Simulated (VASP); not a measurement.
# Pt, self-consistent run: which settings are enough?

Pt, I4/mmm (no. 139), 1 atom in the cell. RPBE; PAW potentials Pt (PBE set). VASP 6.6.1.

Wanted: energy within 2 meV/atom.

What the run is for: energy; Accuracy asked: standard.

POSCAR:
```
Pt
1.0
    0.0000000000      1.9609000000      1.9805090000
    1.9609000000      0.0000000000      1.9805090000
    1.9609000000      1.9609000000      0.0000000000
Pt
1
Direct
    0.0000000000      0.0000000000      0.0000000000
```

The series start from Plane-wave cutoff (eV): 300; Smearing width (eV): 0.1; k-point mesh: 16 × 16 × 16; Precision mode (PREC): Accurate; Electronic threshold (eV): 1e-6; Bands in all (NBANDS): 14; Aspherical gradient terms in the spheres (LASPH): yes; Electronic algorithm: ALGO=Normal; Delay and inner steps: defaults; Density mixing: defaults. Each series keeps the choices made before it, and each single choice may use up half of a tolerance.

## Plane-wave cutoff (eV)

| Plane-wave cutoff (eV) | Energy less reference (meV/atom) | SCF iterations | Time (s) |
|---|---|---|---|
| 180 | 117.5 | 11 | 11 |
| 230 | 11.3 | 11 | 14 |
| 260 | -5.5 | 11 | 17 |
| 300 | -1.3 | 11 | 14 |
| 340 | 2.3 | 11 | 30 |
| 400 | 1.1 | 11 | 35 |
| 480 | 0.8 | 11 | 35 |
| 600 (reference) | 0.0 | 11 | 46 |

Chosen: 480, the loosest value from which every tighter one stays within half of the tolerance.

## Smearing width (eV)

| Smearing width (eV) | Energy less reference (meV/atom) | SCF iterations | Time (s) |
|---|---|---|---|
| 0.4 | -3.1 | 11 | 35 |
| 0.3 | -1.2 | 11 | 40 |
| 0.2 | -0.2 | 11 | 39 |
| 0.15 | 0.0 | 11 | 34 |
| 0.1 | 0.1 | 11 | 35 |
| 0.05 (reference) | 0.0 | 11 | 39 |

Chosen: 0.2.

## k-point mesh

| k-point mesh | Energy less reference (meV/atom) | SCF iterations | Time (s) |
|---|---|---|---|
| 5 × 5 × 5 | 305.7 | 11 | 5.0 |
| 7 × 7 × 7 | 32.8 | 11 | 8.8 |
| 8 × 8 × 8 | 15.2 | 11 | 13 |
| 10 × 10 × 10 | 15.0 | 11 | 14 |
| 13 × 13 × 13 | 8.6 | 11 | 22 |
| 16 × 16 × 16 | 1.2 | 11 | 39 |
| 19 × 19 × 19 | -1.4 | 11 | 61 |
| 23 × 23 × 23 (reference) | 0.0 | 11 | 110 |

Chosen: 23 × 23 × 23; the next looser run is off by more than half of the tolerance, so convergence isn't shown beyond this value.

## Precision mode (PREC)

| Precision mode (PREC) | Energy less reference (meV/atom) | SCF iterations | Time (s) |
|---|---|---|---|
| SingleN | -0.3 | 11 | 50 |
| Normal | 0.0 | 11 | 48 |
| Single | -0.1 | 11 | 94 |
| Accurate (reference) | 0.0 | 11 | 110 |

Chosen: SingleN.

## Electronic threshold (eV)

| Electronic threshold (eV) | Energy less reference (meV/atom) | SCF iterations | Time (s) |
|---|---|---|---|
| 0.001 | 0.0 | 9 | 41 |
| 0.0001 | 0.0 | 10 | 41 |
| 1e-5 | 0.0 | 10 | 56 |
| 1e-6 | 0.0 | 11 | 50 |
| 1e-7 | 0.0 | 11 | 56 |
| 1e-8 (reference) | 0.0 | 14 | 60 |

Chosen: 0.001.

## Bands in all (NBANDS)

| Bands in all (NBANDS) | Energy less reference (meV/atom) | SCF iterations | Time (s) |
|---|---|---|---|
| 6 | 0.0 | 9 | 14 |
| 7 | 0.0 | 9 | 17 |
| 9 | 0.0 | 9 | 35 |
| 11 | 0.0 | 9 | 39 |
| 14 | 0.0 | 9 | 41 |
| 23 (reference) | 0.0 | 9 | 64 |

Chosen: 6.

## Aspherical gradient terms in the spheres (LASPH)

| Aspherical gradient terms in the spheres (LASPH) | Energy less reference (meV/atom) | SCF iterations | Time (s) |
|---|---|---|---|
| no | 1.1 | 9 | 16 |
| yes (reference) | 0.0 | 9 | 14 |

Chosen: yes; the one before it in the list is off by more than half of the tolerance.

## Electronic algorithm

| Electronic algorithm | Energy less reference (meV/atom) | SCF iterations | Time (s) |
|---|---|---|---|
| ALGO=Normal | 0.0 | 9 | 14 |
| ALGO=Fast | 0.0 | 10 | 22 |
| ALGO=VeryFast | 0.0 | 16 | 24 |
| ALGO=All ISEARCH=1 | 0.0 | 10 | 20 |
| ALGO=All ISEARCH=0 | 0.0 | 10 | 24 |
| ALGO=Damped TIME=0.4 | 0.3 | 14 | 30 |
| ALGO=Damped TIME=0.1 | 2.7 | 18 | 36 |

Chosen: ALGO=Normal; no other choice that stays within half of the tolerance saves 30 % of the time.

## Delay and inner steps

| Delay and inner steps | Energy less reference (meV/atom) | SCF iterations | Time (s) |
|---|---|---|---|
| defaults | 0.0 | 9 | 14 |
| NELMDL=-2 | 0.0 | 6 | 20 |
| NELMDL=-8 | 0.0 | 12 | 22 |
| NELMDL=-12 | 0.0 | 16 | 24 |
| NRMM=2 | 0.0 | 9 | 19 |
| NRMM=6 | 0.0 | 9 | 19 |
| WEIMIN=0.001 | 0.0 | 9 | 18 |

Chosen: defaults.

## Density mixing

| Density mixing | Energy less reference (meV/atom) | SCF iterations | Time (s) |
|---|---|---|---|
| defaults | 0.0 | 9 | 14 |
| MIXPRE=0 | 0.0 | 9 | 17 |
| BMIX=0.5 | 0.0 | 9 | 16 |
| AMIX=0.1 | 0.0 | 10 | 16 |
| AMIX=0.4 AMIN=0.6 IMIX=2 | -0.3 | 15 | 27 |
| BMIX=0.0001 | 0.0 | 9 | 17 |
| AMIX=0.8 | 0.0 | 9 | 20 |

Chosen: defaults.

## All choices together

| Input | Energy less reference (meV/atom) | Time (s) |
|---|---|---|
| the program's defaults (naive) | -106.9 | 2.5 |
| chosen settings | 0.6 | 14 |
| reference settings throughout | 0.0 | 316 |

The chosen settings stay within the tolerance of the reference run, but the reference itself isn't shown to be converged in: k-point mesh.

## The input

INCAR:
```
SYSTEM = Pt
GGA      = RP             ! functional
ISMEAR   = 1              ! smearing method
SIGMA    = 0.2            ! smearing width, eV
LWAVE    = .FALSE.        ! write WAVECAR
LCHARG   = .FALSE.        ! write CHGCAR
ISIF     = 2              ! what is computed and relaxed
PREC     = SingleN        ! precision mode
LASPH    = .TRUE.         ! aspherical terms in the spheres
LREAL    = .FALSE.        ! projectors in reciprocal space
ALGO     = Normal         ! electronic algorithm
EDIFF    = 0.001          ! SCF threshold, eV
NELM     = 120            ! most SCF steps
GGA_COMPAT= .FALSE.      
ENCUT    = 480            ! plane-wave cutoff, eV
NBANDS   = 6              ! bands
```

KPOINTS:
```
Automatic mesh
0
Gamma
  23 23 23
  0 0 0
```

Commands:
```
cat potpaw_PBE.64/Pt/POTCAR > POTCAR
mpirun -np 1 vasp_std > vasp.out
```

The chosen input took VASP 6.6.1 14 s on 1 core (Intel Xeon Platinum 8375C @ 2.90GHz (Ice Lake)), a shared host.

## An input that fails: mixing far too strong

The electronic loop stops at its limit of 50 steps.

Changes against the starting input:
```
- NELM = 120
+ NELM = 50
+ IMIX = 1
+ AMIX = 1.5
+ BMIX = 0.0001
```
